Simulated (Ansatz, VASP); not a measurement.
# One calculation of GaN, two programs

INCAR

```
ALGO = Normal ; EDIFF = 1E-6
ENCUT = 520 ; GGA = PS
ISIF = 2 ; ISMEAR = -1
LASPH = True ; LCHARG = True
LELF = True ; LREAL = False
LVHAR = True ; LWAVE = False
NBANDS = 26 ; NELM = 100
PREC = Accurate ; SIGMA = 0.05
```

File KPOINTS:

```
k-points
0
Gamma
  10 10 5
```

The input POSCAR:

```
GaN
1.0
    3.1800000000      0.0000000000      0.0000000000
   -1.5900000000      2.7539607840      0.0000000000
    0.0000000000      0.0000000000      5.1660000000
Ga N
2 2
Direct
    0.6666666667      0.3333333333      0.5000000000
    0.3333333333      0.6666666667      0.0000000000
    0.6666666667      0.3333333333      0.8750000000
    0.3333333333      0.6666666667      0.3750000000
```

input.yaml

```yaml
crystal:
  lattice:
    - [3.18, 0.0, 0.0]
    - [-1.59, 2.753960784, 0.0]
    - [0.0, 0.0, 5.166]
  atoms:
    - { symbol: Ga, position: [0.6666666667, 0.3333333333, 0.5] }
    - { symbol: Ga, position: [0.3333333333, 0.6666666667, 0.0] }
    - { symbol: "N", position: [0.6666666667, 0.3333333333, 0.875] }
    - { symbol: "N", position: [0.3333333333, 0.6666666667, 0.375] }
hamiltonian:
  xc: pbesol
  pseudopotentials: { kind: paw }
kpoints:
  mp_grid: { grid: [10, 10, 5] }
  band_path:
    path:
      - [[0.0, 0.0, 0.0], [0.5, 0.0, 0.0], [0.3333333333, 0.3333333333, 0.0], [0.0, 0.0, 0.0], [0.0, 0.0, 0.5], [0.5, 0.0, 0.5], [0.3333333333, 0.3333333333, 0.5], [0.0, 0.0, 0.5]]
      - [[0.5, 0.0, 0.5], [0.5, 0.0, 0.0]]
      - [[0.3333333333, 0.3333333333, 0.0], [0.3333333333, 0.3333333333, 0.5]]
    npoints: 14
scf:
  occupations: { method: fermi_dirac, width: 0.05 }
  n_extra_bands: 10
output:
  forces: true
  stress: true
  eigenvalues: true
  fatbands: true
```

Alike in both runs: functional PBEsol; k mesh 10 × 10 × 5; occupations fermi-dirac, width 0.05 eV; no spin polarisation.

|  | VASP | Ansatz |
| --- | --- | --- |
| version | VASP 6.6.1 | Ansatz 0.2.0 |
| potentials or method | VASP PAW PBE potentials, release 64 (Ga_d, N) | Ansatz PAW |
| plane-wave cutoff (eV) | 520 | 420 |
| valence electrons in the cell | 36 | 36 |
| task | single point | band structure |

```tsv
	VASP	Ansatz	Ansatz less VASP
gap on the k mesh at the Fermi level (eV)	1.93	1.91	-0.019
least direct gap on the mesh (eV)	1.93	1.91	-0.019
pressure (GPa)	0.9	1.0	+0.15
largest component of the traceless stress (GPa)	1.41	1.40	-0.012
rms of the force components (eV/Å)	0.076	0.077	+0.0012
```

Atom by atom the forces differ by 0.001 eV/Å (rms over components).

Caveats: the PAW data sets were made with another functional, which shifts forces and pressure a little (VASP); the pressure holds a Pulay correction of +0.5 GPa for the finite cutoff (Ansatz); the PAW data sets come from PBE, with cores solved anew for the run's functional, which leaves a small shift of forces and pressure (Ansatz).
